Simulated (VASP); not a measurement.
P: relaxation of cell and atoms with PBE

P, a slab with vacuum:

```
P
1.0
     3.29944    0.00000    0.00000
     0.00000    4.62150    0.00000
     0.00000    0.00000   20.13077
P
4
Direct
  0.00000 0.58911 0.44778
  0.50000 0.91089 0.44778
  0.50000 0.08911 0.55222
  0.00000 0.41089 0.55222
```

The slab is cut from a database's or a generator's crystal, which needn't be the stable form of the element.

```json
{
 "Program": "VASP 6.6.1",
 "Task": "relaxation of cell and atoms",
 "Functional": "PBE",
 "Potentials or basis": "VASP PAW PBE potentials, release 64 (P)",
 "Cutoff": "600 eV",
 "k mesh": "10 × 8 × 1",
 "Occupations": "gaussian, width 0.03 eV",
 "Spin": "no spin polarisation",
 "Further INCAR settings": "ALGO = Normal; EDIFF = 1e-07; IBRION = 2; EDIFFG = -0.005; NSW = 90; ISIF = 3"
}
```

- Largest force after relaxing: 0.003 eV/Å
- Band gap on the k mesh: 0.92 eV, direct

Forces in eV/Å, atoms in the order of the input:
```
P    0.000  0.003 -0.002
P    0.000 -0.003 -0.002
P    0.000  0.003  0.002
P    0.000 -0.003  0.002
```

Final structure:
```
CELL_PARAMETERS angstrom
3.29944 0.00000 0.00000
0.00000 4.62150 0.00000
0.00000 0.00000 20.13077
ATOMIC_POSITIONS crystal
P 0.00000 0.58911 0.44778
P 0.50000 0.91089 0.44778
P 0.50000 0.08911 0.55222
P 0.00000 0.41089 0.55222
```

Levels at points of the mesh, in eV from the valence-band top:
| k point | band 7 | band 8 | band 9 | band 10 | band 11 | band 12 | band 13 | band 14 |
| --- | --- | --- | --- | --- | --- | --- | --- | --- |
| (0.00, 0.00, 0.00) | -3.31 | -1.73 | -1.64 | 0.00 | 0.92 | 1.66 | 2.70 | 3.32 |
| (0.50, 0.00, 0.00) | -2.70 | -2.70 | -1.94 | -1.94 | 1.25 | 1.25 | 2.20 | 2.20 |
| (0.00, 0.50, 0.00) | -2.52 | -2.52 | -1.27 | -1.27 | 2.12 | 2.12 | 3.66 | 3.68 |
| (0.50, 0.50, 0.00) | -4.56 | -4.56 | -1.10 | -1.10 | 2.41 | 2.41 | 3.84 | 3.84 |

Wall time 3.4 min on 1 thread of AMD EPYC 7R13 Processor (Zen 3), with other jobs on the host, peak memory 0.44 GiB.

Caveat: the relaxation stopped at its first step, so nothing moved. Expect the measured gap to be larger: semilocal functionals such as PBE lack the derivative discontinuity.
